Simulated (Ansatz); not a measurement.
TaSi2:

```
Ta Si
1.0
     4.78390    0.00000    0.00000
    -2.39195    4.14298    0.00000
     0.00000    0.00000    6.57000
Ta Si
3 6
Direct
  0.00000 0.50000 0.33333
  0.50000 0.50000 0.66667
  0.50000 0.00000 0.00000
  0.31794 0.15897 0.33333
  0.15897 0.84103 0.66667
  0.84103 0.68206 0.00000
  0.68206 0.84103 0.33333
  0.84103 0.15897 0.66667
  0.15897 0.31794 0.00000
```

Base run:

| Property | Result |
| --- | --- |
| Program | Ansatz 0.2.0 |
| Functional | PBEsol |
| Potentials or basis | Ansatz PAW |
| Cutoff | 420 eV |
| Density cutoff | 1680 eV |
| k mesh | 5 × 5 × 3 |
| Occupations | fermi-dirac, width 0.05 eV |
| Spin | no spin polarisation |
| Hubbard terms | Ta d U = 3 eV |

Its results: band gap on the k mesh none (metal or under the smearing width); pressure -1.3 GPa; largest force 0.039 eV/Å.

The run is repeated on the same cell with these changes: hubbard terms from Ta d U = 3 eV to Ta d U = 5 eV. What comes out?

Band gap on the k mesh none (metal or under the smearing width); pressure -0.6 GPa; largest force 0.083 eV/Å.

Caveats: U without spin polarisation on a metal has little footing; the PAW data sets come from PBE, with cores solved anew for the run's functional, which leaves a small shift of forces and pressure; the U is typed as a test and isn't derived for this compound.

Not every run made on this cell is shown here.
